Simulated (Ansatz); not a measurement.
# Li: electron density at the nuclei under pressure

```xyz
3
Lattice="1.5505 0.8952 7.5883 -1.5505 0.8952 7.5883 0.0000 -1.7904 7.5883" Properties=species:S:1:pos:R:3 pbc="T T T"
Li    0.0000    0.0000    0.0000
Li    0.0000    0.0000    5.0538
Li    0.0000    0.0000   17.7111
```

Atoms are numbered in the order listed.

Structure: COD 9017802, as refined from experiment and not relaxed.

The calculation used DFT, PBE, all-electron PAW with datasets made for the crystal, scalar-relativistic (Ansatz 0.2.0).

Sampling and basis: a Γ-centred 12×12×12 k mesh, Fermi–Dirac smearing of 0.05 eV, cutoff 100 eV (chosen by the program for this cell), no spin polarisation.

The contact density is the mean electron density over the nuclear volume; its changes follow the s electrons' response to bonding and compression. Changes below are taken from the unscaled cell, where it is 94.7366 e/Å³ at Li1, 94.7394 e/Å³ at Li2.

The datasets are made afresh for each cell, so very small changes are uncertain.

(1) Does compression raise or lower the contact density at Li2?

(2) Tabulate the changes with volume.

Results:

(1) It raises it, by 0.07 e/Å³ over the whole range.

(2) 
```json
{"V/V(cell)": "0.9400", "P (GPa)": "0.3", "Δρ(0) Li1 (e/Å³)": "0.04", "Δρ(0) Li2 (e/Å³)": "0.04"}
{"V/V(cell)": "0.9600", "P (GPa)": "0.0", "Δρ(0) Li1 (e/Å³)": "0.02", "Δρ(0) Li2 (e/Å³)": "0.02"}
{"V/V(cell)": "0.9800", "P (GPa)": "-0.3", "Δρ(0) Li1 (e/Å³)": "0.01", "Δρ(0) Li2 (e/Å³)": "0.01"}
{"V/V(cell)": "0.9900", "P (GPa)": "-0.4", "Δρ(0) Li1 (e/Å³)": "0.01", "Δρ(0) Li2 (e/Å³)": "0.01"}
{"V/V(cell)": "1.0000", "P (GPa)": "-0.5", "Δρ(0) Li1 (e/Å³)": "0.00", "Δρ(0) Li2 (e/Å³)": "0.00"}
{"V/V(cell)": "1.0100", "P (GPa)": "-0.6", "Δρ(0) Li1 (e/Å³)": "-0.01", "Δρ(0) Li2 (e/Å³)": "-0.01"}
{"V/V(cell)": "1.0200", "P (GPa)": "-0.8", "Δρ(0) Li1 (e/Å³)": "-0.01", "Δρ(0) Li2 (e/Å³)": "-0.01"}
{"V/V(cell)": "1.0400", "P (GPa)": "-1.0", "Δρ(0) Li1 (e/Å³)": "-0.02", "Δρ(0) Li2 (e/Å³)": "-0.02"}
{"V/V(cell)": "1.0600", "P (GPa)": "-1.2", "Δρ(0) Li1 (e/Å³)": "-0.03", "Δρ(0) Li2 (e/Å³)": "-0.03"}
```
